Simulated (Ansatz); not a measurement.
Ge under changes of volume

One of the cells (18.253 Å³/atom); the others are scaled copies at fixed shape and fractional positions:

```
Ge
1.0
     1.48805   -2.59469    0.00000
     1.48805    2.59469    0.00000
     0.00000    0.00000    4.72760
Ge
2
Cartesian
  1.4881 0.8643 1.1819
  1.4881 -0.8643 3.5457
```

This isn't the form of Ge at room conditions, which is diamond.

* Program: Ansatz 0.2.0
* Functional: LDA
* Potentials or basis: Ansatz PAW
* Cutoff: 420 eV (not typed: the program's choice for these potentials)
* k mesh: 10 × 10 × 6
* Occupations: fermi-dirac, width 0.05 eV
* Spin: no spin polarisation

```csv
volume (Å³/atom),energy over the lowest point (meV/atom),pressure (GPa),largest force (eV/Å)
17.158,9.97,4.1,0.001
17.523,2.86,2.1,0.001
17.888,0.00,0.4,0.000
18.253,0.96,-1.2,0.000
18.618,?,?,?
18.984,12.84,-3.9,0.001
19.349,23.11,-5.1,0.002
```

Problem. What does the run at 18.618 Å³/atom give?

Solution. Energy over the lowest point 5.36 meV/atom; pressure -2.6 GPa; largest force 0.001 eV/Å.

Worked out: A Birch-Murnaghan fit of order 3 (a polynomial in V^(-2/3)) to the other rows has its minimum at 17.97 Å³/atom with B0 = V·E''(V) = 80 GPa and B' = 4.2 at fixed shape and positions, which overstates the stiffness. It gives 5.34 meV/atom at 18.618 Å³/atom, against the run's 5.36, and -dE/dV = -2.6 GPa, against -2.6.

Energies are extrapolated to zero smearing.

Caveats: the PAW data sets come from PBE, with cores solved anew for the run's functional, which leaves a small shift of forces and pressure.
